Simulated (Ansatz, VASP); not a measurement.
## BN (Qingsongite) in VASP and in Ansatz

```
CELL_PARAMETERS angstrom
0.00000 1.75248 1.80482
1.75248 0.00000 1.80482
1.75248 1.75248 0.00000
ATOMIC_POSITIONS crystal
B 0.00000 0.00000 0.00000
N 0.25000 0.25000 0.25000
```

Change from the starting cell: biaxial_xy strain -2.9%.

Alike in both runs: task single point; functional r2SCAN; k mesh 12 × 12 × 12; no spin polarisation.

|  | VASP | Ansatz |
| --- | --- | --- |
| version | VASP 6.6.1 | Ansatz 0.2.0 |
| potentials or method | VASP PAW PBE potentials, release 64 (B, N) | plane waves, PAW |
| plane-wave cutoff (eV) | 520 | 500 |
| occupations | gaussian, width 0.01 eV | fixed |
| valence electrons in the cell | 8 | 8 |

VASP gave:

```
gap on the k mesh at the Fermi level (eV)       : 4.76
pressure (GPa)                                  : 27.0
largest component of the traceless stress (GPa) : 14.00
```

Task: What did Ansatz give for the same quantities?

Result: gap on the k mesh at the Fermi level (eV): 4.79; pressure (GPa): 25.7; largest component of the traceless stress (GPa): 14.03.

Caveats: so large a pressure means that the cell lies far from this level's equilibrium, or that cutoff or potentials fall short (VASP); the potentials were made for another functional, which shifts forces and pressure (VASP). A k mesh can miss the band edges.
